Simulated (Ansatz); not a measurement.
PtS2: band structure with PBE0

The system is PtS2.

```
CELL_PARAMETERS angstrom
3.54320 0.00000 0.00000
-1.77160 3.06850 0.00000
0.00000 0.00000 5.03880
ATOMIC_POSITIONS crystal
Pt 0.00000 0.00000 0.00000
S 0.66667 0.33333 0.77300
S 0.33333 0.66667 0.22700
```

```json
{
 "Program": "Ansatz 0.2.0",
 "Task": "band structure",
 "Functional": "PBE0",
 "Potentials or basis": "Ansatz PAW",
 "Cutoff": "420 eV (not typed: the program's choice for these potentials)",
 "k mesh": "6 × 6 × 4",
 "Occupations": "fermi-dirac, width 0.05 eV",
 "Spin": "no spin polarisation",
 "Path": "[[\"G\", \"M\", \"K\", \"G\", \"A\", \"L\", \"H\", \"A\"], [\"L\", \"M\"], [\"K\", \"H\"]]",
 "Points for each segment of the path": "4"
}
```

The pressure is 7.0 GPa and the largest force is 0.892 eV/Å. The band gap on the k mesh is 2.33 eV, indirect (least direct gap 2.91 eV) and the band gap along the path is 2.38 eV, indirect (least direct gap 3.11 eV).

Forces on the atoms (eV/Å):
```
Pt   0.000  0.000  0.000
S    0.000  0.000 -0.892
S    0.000  0.000  0.892
```

Stress tensor (GPa, compression positive):
```
6.33 0.00 0.00
0.00 6.33 0.00
0.00 0.00 8.21
```

Levels at the corners of the path, in eV from the valence-band top:
| point | band 12 | band 13 | band 14 | band 15 | band 16 | band 17 | band 18 | band 19 |
| --- | --- | --- | --- | --- | --- | --- | --- | --- |
| Γ | -2.41 | -1.22 | -1.22 | -0.04 | 3.90 | 3.90 | 6.26 | 7.51 |
| M | -4.12 | -3.78 | -3.34 | -2.78 | 3.25 | 4.43 | 7.21 | 8.18 |
| K | -4.64 | -2.94 | -1.97 | -1.97 | 2.44 | 2.44 | 7.44 | 9.84 |
| Γ | -2.41 | -1.22 | -1.22 | -0.04 | 3.90 | 3.90 | 6.26 | 7.51 |
| A | -2.73 | -1.42 | -1.42 | -1.28 | 4.46 | 4.46 | 7.03 | 9.22 |
| L | -4.14 | -3.43 | -3.32 | -1.52 | 3.55 | 3.91 | 7.15 | 7.16 |
| H | -4.52 | -3.91 | -2.49 | -2.49 | 3.76 | 3.76 | 9.31 | 9.65 |
| A | -2.73 | -1.42 | -1.42 | -1.28 | 4.46 | 4.46 | 7.03 | 9.22 |
| L | -4.14 | -3.43 | -3.32 | -1.52 | 3.55 | 3.91 | 7.15 | 7.16 |
| M | -4.12 | -3.78 | -3.34 | -2.78 | 3.25 | 4.43 | 7.21 | 8.18 |
| K | -4.64 | -2.94 | -1.97 | -1.97 | 2.44 | 2.44 | 7.44 | 9.84 |
| H | -4.52 | -3.91 | -2.49 | -2.49 | 3.76 | 3.76 | 9.31 | 9.65 |

It took 59 s on 1 × NVIDIA H100 80GB HBM3 with 2 threads of AMD EPYC 7R13 Processor (Zen 3), on a shared host, peak memory 2.1 GiB.

Caveat: spin-orbit coupling is left out, which moves the levels of the heavy elements; the PAW data sets come from PBE, with cores solved anew for the run's functional, which leaves a small shift of forces and pressure; the thresholds are loose for stress.
